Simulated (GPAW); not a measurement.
Fe3Ge: relaxation of cell and atoms with PBEsol+D3(BJ)

Fe3Ge:

```
Ge Fe
1.0
     3.66050    0.00000    0.00000
     0.00000    3.66050    0.00000
     0.00000    0.00000    3.66050
Ge Fe
1 3
Cartesian
  0.0000 0.0000 0.0000
  1.8303 0.0000 1.8303
  1.8303 1.8303 0.0000
  0.0000 1.8303 1.8303
```

The cell comes from a database or a generator and needn't be the stable form of this composition.

```
Program             : GPAW 26.7.0
Task                : relaxation of cell and atoms
Functional          : PBEsol
Dispersion          : D3(BJ)
Potentials or basis : PAW data sets generated in the run's folder for this functional
Cutoff              : 600 eV
Basis               : pw
k mesh              : 7 × 7 × 7
Occupations         : fermi-dirac, width 0.05 eV
Spin                : collinear spin, ferromagnetic start
Starting moments    : [0.0, 3.0, 3.0, 3.0] μB
Maxiter             : 150
Optimizer           : BFGS
Fmax                : 0.02 eV/Å
Max steps           : 60
Convergence         : density=1e-05 forces=0.0001
```

```yaml
Relaxed_volume: 11.35 Å³/atom
Relaxed_cell: a = 3.567 Å, b = 3.567 Å, c = 3.567 Å, α = 90.00°, β = 90.00°, γ = 90.00°
Space_group_after_relaxing_to_0.05_Å: Pm-3m (No. 221)
Energy_gained_by_relaxing: 44.4 meV/atom
Ionic_steps: 4
Pressure_after_relaxing: -0.1 GPa
Band_gap_on_the_k_mesh: none (metal or under the smearing width)
Net_moment: 6.17 μB per cell
Site_moments: Ge -0.07; Fe +2.07 μB
Dispersion_energy_per_atom: -0.380 eV
```

Step by step:
| step | energy change (eV) | largest force (eV/Å) | pressure (GPa) | volume (Å³) |
| --- | --- | --- | --- | --- |
| 1 | 0.0000 | 0.0000 | -14.53 | 49.05 |
| 2 | -0.0493 | 0.0000 | -12.70 | 48.47 |
| 3 | -0.1743 | 0.0000 | 2.10 | 44.94 |
| 4 | -0.1777 | 0.0000 | -0.14 | 45.40 |

Final structure:
```yaml
crystal:
  lattice:
    - [3.56729, 0.00000, 0.00000]
    - [0.00000, 3.56729, 0.00000]
    - [0.00000, 0.00000, 3.56729]
  atoms:
    - { symbol: Ge, position: [0.00000, 0.00000, 0.00000] }
    - { symbol: Fe, position: [0.50000, 0.00000, 0.50000] }
    - { symbol: Fe, position: [0.50000, 0.50000, 0.00000] }
    - { symbol: Fe, position: [0.00000, 0.50000, 0.50000] }
```

Levels at points of the mesh, in eV from the Fermi level:
Spin up:
```tsv
k point	band 15	band 16	band 17	band 18	band 19	band 20
(0.00, 0.00, 0.00)	-1.25	-0.47	-0.08	-0.08	-0.08	3.78
```
Spin down:
```
           k point  band 7  band 8  band 9  band 10  band 11  band 12  band 13  band 14  band 15  band 16
(0.00, 0.00, 0.00)   -2.73   -1.21   -1.21    -1.21     0.12     0.12     0.12     1.35     1.35     1.57
```

Wall time 3.2 min on 1 thread of AMD EPYC 7R43 64-Core Processor (Zen 3), with other jobs on the host, peak memory 0.3 GiB.

Caveat: each step starts from the last one's moments, so a moment once lost doesn't come back; later steps reuse the first step's grids; pairwise dispersion overbinds metals, which lowers pressure and volume.
